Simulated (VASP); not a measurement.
# Al (Fm-3m) in VASP: a series of runs

The runs below take Al through relaxation of cell and atoms, relaxation of the atoms, with LDA.

Everything below comes from runs of VASP 6.6.1. Logs are shortened: lines on timing, memory, paths and dates and some standing lists are left out, and cuts for length are marked.

### Step 1. The structure

Symmetry: Fm-3m, No. 225, cubic system. Conventional cell: a = 4.050 Å, b = 4.050 Å, c = 4.050 Å, α = 90.00°, β = 90.00°, γ = 90.00°. Around Al (site symmetry m-3m) lie 12 Al at 2.86 Å.

### Step 2. Relaxation of cell and atoms, LDA

INCAR reads:

```
SYSTEM = Al
PREC = Accurate
ENCUT = 600
EDIFF = 1E-6
ISMEAR = 1
SIGMA = 0.1
LREAL = .False.
LASPH = .True.
NELM = 80
ALGO = Normal
ISIF = 3
LWAVE = .False.
LCHARG = .False.
GGA = CA
IBRION = 2
NSW = 90
EDIFFG = -0.01
```

KPOINTS reads:

```
regular mesh
0
Gamma
  16 16 16
  0 0 0
```

POSCAR reads:

```
Al
1.0
    0.0000000000      2.0248050000      2.0248050000
    2.0248050000      0.0000000000      2.0248050000
    2.0248050000      2.0248050000      0.0000000000
Al
1
Direct
    0.0000000000      0.0000000000      0.0000000000
```

Potentials or basis: VASP PAW LDA potentials, release 64 (Al).

Run with:

```console
cat potpaw_LDA.64/Al/POTCAR > POTCAR
mpirun -np 1 vasp_std > vasp.out
```

OUTCAR:

```text
SYSTEM = Al
   PREC = Accurate
   ENCUT = 600
   EDIFF = 1E-6
   ISMEAR = 1
   LREAL = .False.
   LASPH = .True.
   NELM = 80
   ISIF = 3
   GGA = CA
   IBRION = 2
   NSW = 90
   EDIFFG = -0.01

 ion  position               nearest neighbor table
   1  0.000  0.000  0.000-

  LATTYP: Found a face centered cubic cell.
 ALAT       =     4.0496100000

  Lattice vectors:

 A1 = (   0.0000000000,   2.0248050000,   2.0248050000)
 A2 = (   2.0248050000,   0.0000000000,   2.0248050000)
 A3 = (   2.0248050000,   2.0248050000,   0.0000000000)

Analysis of symmetry for initial positions (statically):
=====================================================================
 Subroutine PRICEL returns:
 Original cell was already a primitive cell.

 Routine SETGRP: Setting up the symmetry group for a
 face centered cubic supercell.

 Subroutine GETGRP returns: Found 48 space group operations
 (whereof 48 operations were pure point group operations)
 out of a pool of 48 trial point group operations.

The static configuration has the point symmetry O_h .

Analysis of symmetry for dynamics (positions and initial velocities):
=====================================================================
 Subroutine PRICEL returns:
 Original cell was already a primitive cell.

 Routine SETGRP: Setting up the symmetry group for a
 face centered cubic supercell.

 Subroutine GETGRP returns: Found 48 space group operations
 (whereof 48 operations were pure point group operations)
 out of a pool of 48 trial point group operations.

The dynamic configuration has the point symmetry O_h .

 Subroutine INISYM returns: Found 48 space group operations
 (whereof 48 operations are pure point group operations),
 and found     1 'primitive' translations

----------------------------------------------------------------------------------------

                                     Primitive cell

  volume of cell :      16.6027

  direct lattice vectors                    reciprocal lattice vectors
     0.000000000  2.024805000  2.024805000    -0.246937359  0.246937359  0.246937359
     2.024805000  0.000000000  2.024805000     0.246937359 -0.246937359  0.246937359
     2.024805000  2.024805000  0.000000000     0.246937359  0.246937359 -0.246937359
[... 86 lines left out ...]
   IBRION =      2    ionic relax: 0-MD 1-quasi-New 2-CG
   NFREE  =      1    steps in history (QN), initial steepest desc. (CG)
   ISIF   =      3    stress and relaxation
   ISYM   =      2    0-nonsym 1-usesym 2-fastsym
   POTIM  = 0.5000    time-step for ionic-motion
   TEBEG  =    0.0;   TEEND  =   0.0 temperature during run
   PSTRESS=    0.0 pullay stress
   NELECT =       3.0000    total number of electrons
   NUPDOWN=      -1.0000    fix difference up-down
   EMIN   =  10.00;   EMAX   =-10.00  energy-range for DOS
   EFERMI =   0.00;   METHOD = LEGACY
   ISMEAR =     1;   SIGMA  =   0.10  broadening in eV -4-tet -1-fermi 0-gaus
   EFERMI_NEDOS =   21; number of points for ismear=-14 and -15
   IALGO  =     38    algorithm
   IMIX   =      4    mixing-type and parameters
     AMIX     =   0.40;   BMIX     =  1.00
     AMIX_MAG =   1.60;   BMIX_MAG =  1.00
  volume/ion in A,a.u.               =      16.60       112.04
  Fermi-wavevector in a.u.,A,eV,Ry     =   0.925526  1.748991 11.654733  0.856599
  Thomas-Fermi vector in A             =   2.051390
   LORBIT       =      0    0 simple, 1 ext, 2 COOP (PROOUT), +10 PAW based schemes
   GGA     = CA    functional components
   LHFCALC =     F    Hartree Fock is set to
   AEXX    =    0.0000 exact exchange contribution
   IVDW    =     0    specifies the selected vdW correction
   LEPSILON=     F    determine dielectric tensor
   LRPA    =     F    only Hartree local field effects (RPA)
 conjugate gradient relaxation of ions
 non-spin polarized calculation
 Methfessel and Paxton  Order N= 1 SIGMA  =   0.10
  energy-cutoff  :      600.00
  volume of cell :       16.60
 maximum number of plane-waves:       568
   NGX = 11   NGY = 11   NGZ = 11

--------------------------------------- Ionic step        1  -------------------------------------------

 number of electron       3.0000000 magnetization

 Free energy of the ion-electron system (eV)
  ---------------------------------------------------
  ext. energy  EPLUGINS =         0.00000000
  ---------------------------------------------------
  free energy    TOTEN  =        -4.18780558 eV

  energy without entropy =       -4.18815883  energy(sigma->0) =       -4.18792333

------------------------ aborting loop because EDIFF is reached ----------------------------------------

  FORCE on cell =-STRESS in cart. coord.  units (eV):
  Direction    XX          YY          ZZ          XY          YZ          ZX
  --------------------------------------------------------------------------------------
  -------------------------------------------------------------------------------------
  Total       -0.3877979     -0.3877979     -0.3877979      0.0000000      0.0000000      0.0000000
  in kB      -37.4228130    -37.4228130    -37.4228130      0.0000000      0.0000000      0.0000000
  external PRESSURE =     -37.4228130 kB  Pullay stress =       0.0000000 kB
[... 57 lines left out ...]
--------------------------------------- Ionic step        3  -------------------------------------------

 number of electron       3.0000000 magnetization

 Free energy of the ion-electron system (eV)
  ---------------------------------------------------
  ext. energy  EPLUGINS =         0.00000000
  ---------------------------------------------------
  free energy    TOTEN  =        -4.19743445 eV

  energy without entropy =       -4.19779521  energy(sigma->0) =       -4.19755470

 E-fermi :   8.2698     XC(G=0): -10.5017

 val. band max:        8.2319886664   @ k =  -0.2500   0.3125   0.1250
 cond. band min:       8.3624274111   @ k =   0.4375   0.4375   0.0000
 fundamental gap:      0.1304387447
 Fermi energy:         8.2697880507

 k-point     1 :       0.0000    0.0000    0.0000
  band No.  band energies     occupation
      1      -3.1570      2.00000
      2      21.0411      0.00000
      3      21.0411      0.00000
      4      21.0411      0.00000
      5      22.6912      0.00000
[... 177 lines left out ...]
 k-point    24 :      -0.0625    0.0625    0.0000
  band No.  band energies     occupation
      1      -2.8667      2.00000
      2      18.1732      0.00000
      3      18.9498      0.00000
      4      21.3233      0.00000
      5      22.8677      0.00000

 [... further k-points ...]
[... 5 lines left out ...]
  --------------------------------------------------------------------------------------
  -------------------------------------------------------------------------------------
  Total        0.0006644      0.0006644      0.0006644      0.0000000     -0.0000000     -0.0000000
  in kB        0.0673143      0.0673143      0.0673143      0.0000000     -0.0000000     -0.0000000
  external PRESSURE =       0.0673143 kB  Pullay stress =       0.0000000 kB
[... 16 lines left out ...]
  FREE ENERGIE OF THE ION-ELECTRON SYSTEM (eV)
  ---------------------------------------------------
  free  energy   TOTEN  =        -4.1974344455 eV

  energy  without entropy=       -4.1977952057  energy(sigma->0) =       -4.19755470

 reached required accuracy - stopping structural energy minimisation
```

CONTCAR:

```text
Al
   1.00000000000000
    -0.0000000000000000    1.9922394738999907    1.9922394738999907
     1.9922394738999907    0.0000000000000000    1.9922394738999907
     1.9922394738999907    1.9922394738999907    0.0000000000000000
  Al
     1
Direct
     0.0000000000000000    0.0000000000000000    0.0000000000000000

  0.00000000E+00  0.00000000E+00  0.00000000E+00
```

Run time: 14 s. Hardware: 1 thread of Intel Xeon Platinum 8488C (Sapphire Rapids), shared host; peak memory 0.13 GiB.

Results:

```
Free energy                            : -4.1974 eV
Relaxed volume                         : 15.81 Å³/atom
Relaxed cell                           : a = 2.817 Å, b = 2.817 Å, c = 2.817 Å, α = 60.00°, β = 60.00°, γ = 60.00°
Space group after relaxing (to 0.05 Å) : Fm-3m (No. 225)
Energy gained by relaxing              : 9.6 meV/atom
Ionic steps                            : 3
Pressure after relaxing                : 0.0 GPa
Band gap on the k mesh                 : none (metal or under the smearing width)
```

The path:
```csv
step,energy change (eV),largest force (eV/Å),pressure (GPa),volume (Å³)
1,0.0000,0.0000,-3.74,16.60
2,-0.0093,0.0000,0.71,15.69
3,-0.0096,0.0000,0.01,15.81
```

Final structure:
```
Al
1.0
     0.00000    1.99224    1.99224
     1.99224    0.00000    1.99224
     1.99224    1.99224    0.00000
Al
1
Direct
  0.00000 0.00000 0.00000
```

### Step 3. Relaxation of cell and atoms, LDA

This run uses another cell than the first one, of 15.81 Å³/atom, 0.953 times its volume.

Changes to INCAR since step 2:

```diff
@@ -3,3 +3,3 @@
 ENCUT = 600
-EDIFF = 1E-6
+EDIFF = 1E-7
 ISMEAR = 1
@@ -16,2 +16,2 @@
 NSW = 90
-EDIFFG = -0.01
+EDIFFG = -0.005
```

KPOINTS is that of step 2.

POSCAR reads:

```
Al                                      
1.0
   -0.0000000000      1.9922394739      1.9922394739
    1.9922394739      0.0000000000      1.9922394739
    1.9922394739      1.9922394739      0.0000000000
  Al            
     1
Direct
     0.0000000000000000    0.0000000000000000    0.0000000000000000
```

Potentials or basis: VASP PAW LDA potentials, release 64 (Al).

Run with:

```console
cat potpaw_LDA.64/Al/POTCAR > POTCAR
mpirun -np 1 vasp_std > vasp.out
```

OUTCAR:

```text
SYSTEM = Al
   PREC = Accurate
   ENCUT = 600
   EDIFF = 1E-7
   ISMEAR = 1
   LREAL = .False.
   LASPH = .True.
   NELM = 80
   ISIF = 3
   GGA = CA
   IBRION = 2
   NSW = 90
   EDIFFG = -0.005

 ion  position               nearest neighbor table
   1  0.000  0.000  0.000-

  LATTYP: Found a face centered cubic cell.
 ALAT       =     3.9844789478

  Lattice vectors:

 A1 = (   0.0000000000,   1.9922394739,   1.9922394739)
 A2 = (   1.9922394739,   0.0000000000,   1.9922394739)
 A3 = (   1.9922394739,   1.9922394739,   0.0000000000)

Analysis of symmetry for initial positions (statically):
=====================================================================
 Subroutine PRICEL returns:
 Original cell was already a primitive cell.

 Routine SETGRP: Setting up the symmetry group for a
 face centered cubic supercell.

 Subroutine GETGRP returns: Found 48 space group operations
 (whereof 48 operations were pure point group operations)
 out of a pool of 48 trial point group operations.

[... 155 lines left out ...]
  ext. energy  EPLUGINS =         0.00000000
  ---------------------------------------------------
  free energy    TOTEN  =        -4.19740361 eV

  energy without entropy =       -4.19776439  energy(sigma->0) =       -4.19752387

 E-fermi :   8.2698     XC(G=0): -10.5017

 val. band max:        8.2320006931   @ k =  -0.2500   0.3125   0.1250
 cond. band min:       8.3624466966   @ k =   0.4375   0.4375   0.0000
 fundamental gap:      0.1304460035
 Fermi energy:         8.2698008153

 k-point     1 :       0.0000    0.0000    0.0000
  band No.  band energies     occupation
      1      -3.1570      2.00000
      2      21.0411      0.00000
      3      21.0411      0.00000
      4      21.0411      0.00000
      5      22.6912      0.00000
[... 177 lines left out ...]
 k-point    24 :      -0.0625    0.0625    0.0000
  band No.  band energies     occupation
      1      -2.8667      2.00000
      2      18.1733      0.00000
      3      18.9498      0.00000
      4      21.3233      0.00000
      5      22.8678      0.00000

 [... further k-points ...]
[... 5 lines left out ...]
  --------------------------------------------------------------------------------------
  -------------------------------------------------------------------------------------
  Total        0.0005370      0.0005370      0.0005370      0.0000000      0.0000000     -0.0000000
  in kB        0.0544082      0.0544082      0.0544082      0.0000000      0.0000000     -0.0000000
  external PRESSURE =       0.0544082 kB  Pullay stress =       0.0000000 kB

 VOLUME and BASIS-vectors are now :
 -----------------------------------------------------------------------------
  energy-cutoff  :      600.00
  volume of cell :       15.81
      direct lattice vectors                 reciprocal lattice vectors
     0.000000000  1.992239474  1.992239474    -0.250973845  0.250973845  0.250973845
     1.992239474  0.000000000  1.992239474     0.250973845 -0.250973845  0.250973845
     1.992239474  1.992239474  0.000000000     0.250973845  0.250973845 -0.250973845

 POSITION                                       TOTAL-FORCE (eV/Angst)
 -----------------------------------------------------------------------------------
      0.00000      0.00000      0.00000         0.000000      0.000000      0.000000
 -----------------------------------------------------------------------------------
    total drift:                               -0.000000      0.000000      0.000000

  FREE ENERGIE OF THE ION-ELECTRON SYSTEM (eV)
  ---------------------------------------------------
  free  energy   TOTEN  =        -4.1974036089 eV

  energy  without entropy=       -4.1977643948  energy(sigma->0) =       -4.19752387

 reached required accuracy - stopping structural energy minimisation
```

Run time: 7.1 s. Hardware: 1 thread of Intel Xeon Platinum 8488C (Sapphire Rapids), shared host; peak memory 0.12 GiB.

What came out:

| Item | Value |
| --- | --- |
| Free energy | -4.1974 eV |
| Pressure after relaxing | 0.0 GPa |
| Band gap on the k mesh | none (metal or under the smearing width) |

Final structure:
```xyz
1
Lattice="0.0000 1.9922 1.9922 1.9922 0.0000 1.9922 1.9922 1.9922 0.0000" Properties=species:S:1:pos:R:3 pbc="T T T"
Al    0.0000    0.0000    0.0000
```

Caveat: the relaxation stopped at its first step, so nothing moved.

### Step 4. Relaxation of the atoms, LDA (a relaxed cell with its volume scaled by 0.94)

Changes to INCAR since step 3:

```diff
@@ -10,3 +10,3 @@
 ALGO = Normal
-ISIF = 3
+ISIF = 2
 LWAVE = .False.
@@ -15,3 +15,3 @@
 IBRION = 2
-NSW = 90
-EDIFFG = -0.005
+NSW = 40
+EDIFFG = -0.01
```

KPOINTS is that of step 3.

POSCAR reads:

```
Al                                      
1.0
    0.0000000000      1.9515701139      1.9515701139
    1.9515701139      0.0000000000      1.9515701139
    1.9515701139      1.9515701139      0.0000000000
  Al            
     1
Direct
     0.0000000000000000    0.0000000000000000    0.0000000000000000
```

Potentials or basis: VASP PAW LDA potentials, release 64 (Al).

Run with:

```console
cat potpaw_LDA.64/Al/POTCAR > POTCAR
mpirun -np 1 vasp_std > vasp.out
```

OUTCAR:

```text
SYSTEM = Al
   PREC = Accurate
   ENCUT = 600
   EDIFF = 1E-7
   ISMEAR = 1
   LREAL = .False.
   LASPH = .True.
   NELM = 80
   ISIF = 2
   GGA = CA
   IBRION = 2
   NSW = 40
   EDIFFG = -0.01

 ion  position               nearest neighbor table
   1  0.000  0.000  0.000-

  LATTYP: Found a face centered cubic cell.
 ALAT       =     3.9031402278

  Lattice vectors:

 A1 = (   0.0000000000,   1.9515701139,   1.9515701139)
[... 191 lines left out ...]
      5      24.2238      0.00000
[... 177 lines left out ...]
 k-point    24 :      -0.0625    0.0625    0.0000
  band No.  band energies     occupation
      1      -2.6179      2.00000
      2      19.1690      0.00000
      3      20.0695      0.00000
      4      22.3622      0.00000
      5      24.4218      0.00000

 [... further k-points ...]
[... 5 lines left out ...]
  --------------------------------------------------------------------------------------
  -------------------------------------------------------------------------------------
  Total        0.5635490      0.5635490      0.5635490     -0.0000000     -0.0000000      0.0000000
  in kB       60.7378995     60.7378995     60.7378995     -0.0000000     -0.0000000      0.0000000
  external PRESSURE =      60.7378995 kB  Pullay stress =       0.0000000 kB

 VOLUME and BASIS-vectors are now :
 -----------------------------------------------------------------------------
  energy-cutoff  :      600.00
  volume of cell :       14.87
      direct lattice vectors                 reciprocal lattice vectors
     0.000000000  1.951570114  1.951570114    -0.256203964  0.256203964  0.256203964
     1.951570114  0.000000000  1.951570114     0.256203964 -0.256203964  0.256203964
     1.951570114  1.951570114  0.000000000     0.256203964  0.256203964 -0.256203964

 POSITION                                       TOTAL-FORCE (eV/Angst)
 -----------------------------------------------------------------------------------
      0.00000      0.00000      0.00000         0.000000     -0.000000      0.000000
 -----------------------------------------------------------------------------------
    total drift:                               -0.000000     -0.000000      0.000000

  FREE ENERGIE OF THE ION-ELECTRON SYSTEM (eV)
  ---------------------------------------------------
  free  energy   TOTEN  =        -4.1802701954 eV

  energy  without entropy=       -4.1804510955  energy(sigma->0) =       -4.18033050

 reached required accuracy - stopping structural energy minimisation
```

Run time: 6.5 s. Hardware: 1 thread of Intel Xeon Platinum 8488C (Sapphire Rapids), shared host; peak memory 0.13 GiB.

Results:

| Property | Result |
| --- | --- |
| Free energy | -4.1803 eV |
| Pressure after relaxing | 6.1 GPa |
| Band gap on the k mesh | none (metal or under the smearing width) |

Final structure:
```yaml
crystal:
  lattice:
    - [0.00000, 1.95157, 1.95157]
    - [1.95157, 0.00000, 1.95157]
    - [1.95157, 1.95157, 0.00000]
  atoms:
    - { symbol: Al, position: [0.00000, 0.00000, 0.00000] }
```

Levels at points of the mesh, in eV from the Fermi level:
```tsv
k point	band 1	band 2	band 3	band 4	band 5
(0.00, 0.00, 0.00)	-11.85	13.13	13.13	13.13	15.29
(0.50, 0.00, 0.00)	-4.99	-4.56	11.90	11.90	12.37
(0.50, 0.50, 0.00)	-3.17	-1.66	5.30	6.03	6.03
```

Caveat: the relaxation stopped at its first step, so nothing moved.
